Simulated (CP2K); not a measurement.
Nb:

```xyz
1
Lattice="2.8820 0.0000 0.0000 -0.9607 2.7172 0.0000 -0.9607 -1.3586 2.3532" Properties=species:S:1:pos:R:3 pbc="T T T"
Nb    0.0000    0.0000    0.0000
```

Program: CP2K 2026.2. Alike in all runs: potentials or basis POTENTIAL_UZH Nb GTH-PBE-q13; TZVP-MOLOPT-PBE-GTH basis; no spin polarisation; cell as given; k mesh 11 × 11 × 11; smearing fermi-dirac 0.05 eV.

Problem. Order these runs on this cell by their pressure, lowest first.
A. level LDA; EPS_DEFAULT 1.0E-10; points a segment of the path (NPOINTS) 8; bands added on the path 2
B. level PBEsol; EPS_DEFAULT 1.0E-10; points a segment of the path (NPOINTS) 8; bands added on the path 2
C. level TPSS; EPS_DEFAULT 1.0E-9
D. level revPBE; EPS_DEFAULT 1.0E-9
E. level PBE; EPS_DEFAULT 1.0E-10; points a segment of the path (NPOINTS) 8; bands added on the path 2

Solution. A (-9.6 GPa), B (-6.4 GPa), C (-3.1 GPa), E (-1.0 GPa), D (0.8 GPa).

Caveats: the basis of atomic orbitals isn't converged, which shifts pressures, moduli and gaps; the potentials were made for another functional, which shifts forces and pressure (some runs).

Not every run made on this cell is shown here.
